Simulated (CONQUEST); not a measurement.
Input of a CONQUEST 1.3 run:

Contents of Conquest_input:

```
IO.Title Si
IO.Coordinates coords.dat
IO.FractionalAtomicCoords T
IO.Iprint 2
IO.Iprint_init 1
General.NumberOfSpecies 1
General.PseudopotentialType hamann
AtomMove.TypeOfRun static
AtomMove.FullStress T
Grid.GridCutoff 120
DM.SolutionMethod diagon
Diag.MPMesh T
Diag.GammaCentred T
Diag.MPMeshX 7
Diag.MPMeshY 7
Diag.MPMeshZ 5
Diag.kT 0.00183747
minE.SCTolerance 1e-6
SC.MaxIters 100
IO.AtomChargeOutput T
%block ChemicalSpeciesLabel
1 28.090 Si
%endblock
```

The input coords.dat:

```
    7.2740828284     0.0000000000     0.0000000000
    0.0000000000     7.2740828284     0.0000000000
    0.0000000000     0.0000000000    10.2871065889
4
  0.0025050000   0.0099740000   0.4993330000 1 T T T
  0.5025050000   0.5099740000   0.9993330000 1 T T T
  0.4917545000   0.9959815000   0.7478915000 1 T T T
  0.9917545000   0.4959815000   0.2478915000 1 T T T
```

Potentials or basis: PseudoDojo NC PBE, DZP, grid cutoff 120 Ha.

The run is started by

```bash
$ Conquest
```

Q: Estimate the band gap on the k mesh.

A: 0.15 eV.

Q: Predict the pressure.

A: 2.3 GPa.

Q: Estimate the largest force.

A: 0.899 eV/Å.

Forces in eV/Å, atoms in the order of the input:
```
Si  -0.559 -0.698 -0.082
Si  -0.559 -0.698 -0.082
Si   0.560  0.699  0.083
Si   0.560  0.699  0.083
```

Caveat: the box holds several primitive cells, so bands are folded and the points are those of the box's own zone; an odd mesh through Γ misses points on the zone boundary, where band edges often lie; the basis of atomic orbitals isn't converged, which shifts pressures, moduli and gaps.
